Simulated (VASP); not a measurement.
# AlAu: single point with PBEsol

The system is AlAu.

```
Au Al
1.0
     3.22394    0.00000    0.00000
     0.00000    3.22394    0.00000
     0.00000    0.00000    3.22394
Au Al
1 1
Direct
  0.49221 0.49701 0.49416
  0.99426 0.00878 0.00983
```

The cell comes from a database or a generator and needn't be the stable form of this composition.

The cell isn't the ideal one: atoms moved at random, drawn with an rms of 0.05 Å.

```json
{"Program": "VASP 6.6.1", "Task": "single point", "Functional": "PBEsol", "Potentials or basis": "VASP PAW PBE potentials, release 64 (Au, Al)", "Cutoff": "520 eV", "k mesh": "8 × 8 × 8", "Occupations": "fermi-dirac, width 0.05 eV", "Spin": "no spin polarisation"}
```

```json
{
  "Pressure": "-5.2 GPa",
  "Largest force": "0.089 eV/Å",
  "Band gap on the k mesh": "none (metal or under the smearing width)"
}
```

Forces in eV/Å, atoms in the order of the input:
```
Au   0.010  0.054  0.070
Al  -0.010 -0.054 -0.070
```

Stress tensor (GPa, compression positive):
```
-5.14  0.02  0.02
 0.02 -5.18  0.12
 0.02  0.12 -5.21
```

Levels at points of the mesh, in eV from the Fermi level:
```csv
k point,band 3,band 4,band 5,band 6,band 7,band 8,band 9,band 10,band 11,band 12
"(0.00, 0.00, 0.00)",-6.59,-4.72,-4.71,-4.71,2.82,2.82,2.83,6.62,7.39,7.39
"(0.50, 0.00, 0.00)",-6.25,-5.59,-5.59,-4.60,-3.30,5.75,7.26,7.26,7.86,7.92
"(0.00, 0.50, 0.00)",-6.25,-5.59,-5.59,-4.60,-3.30,5.76,7.24,7.25,7.90,7.93
"(0.00, 0.00, 0.50)",-6.25,-5.59,-5.59,-4.60,-3.30,5.76,7.23,7.23,7.92,7.94
"(0.50, 0.50, 0.00)",-5.38,-5.38,-3.87,-3.47,-3.47,-1.30,0.71,7.18,10.75,10.76
"(0.00, 0.50, 0.50)",-5.38,-5.37,-3.87,-3.48,-3.47,-1.29,0.71,7.17,10.76,10.78
"(0.50, 0.00, 0.50)",-5.38,-5.38,-3.87,-3.48,-3.47,-1.29,0.71,7.18,10.75,10.77
"(0.50, 0.50, 0.50)",-7.12,-3.83,-3.83,-0.42,0.89,0.89,0.90,2.09,3.58,3.59
```

It took 98 s on 1 thread of AMD EPYC 7R43 64-Core Processor (Zen 3) (shared host), peak memory 0.2 GiB.

Caveat: the PAW data sets were made with another functional, which shifts forces and pressure a little. Spin-orbit coupling is left out, which matters for the levels of Au.
